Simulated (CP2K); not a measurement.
Ge: equation of state with PBEsol

Crystal: Ge.

```
Ge
1.0
     3.89984    0.00000    0.00000
    -2.89838    2.60924    0.00000
    -0.50073   -1.30462    3.64088
Ge
2
Direct
  0.50000 0.50000 0.00000
  0.25000 0.75000 0.50000
```

This isn't the form of Ge at room conditions, which is diamond.

```json
{
  "Program": "CP2K 2026.2",
  "Task": "equation of state",
  "Functional": "PBEsol",
  "Potentials or basis": "POTENTIAL_UZH Ge GTH-PBE-q4; TZVP-MOLOPT-PBE-GTH basis",
  "Density cutoff": "6123 eV",
  "k mesh": "11 × 11 × 11",
  "Occupations": "fermi-dirac, width 0.05 eV",
  "Spin": "no spin polarisation"
}
```

The equilibrium volume is 19.28 Å³/atom, the bulk modulus at fixed shape and positions is 74 GPa and the pressure derivative of the bulk modulus is 4.2.

Energy against volume, from the lowest point:
```
volume (Å³/atom)  energy (meV/atom)
          17.413              50.08
          17.783              31.04
          18.154              16.98
          18.524               7.40
          18.895               1.87
          19.265               0.00
          19.636               1.45
```

All runs of the series together: 2.8 min on 1 thread of Arm Neoverse V2, on a shared host.

Caveat: the cell was scaled at fixed shape and fractional positions, which overstates the stiffness of a crystal with free parameters, most of all of layers and chains; the potentials were made for another functional, which shifts forces and pressure; the basis of atomic orbitals isn't converged, which shifts pressures, moduli and gaps.
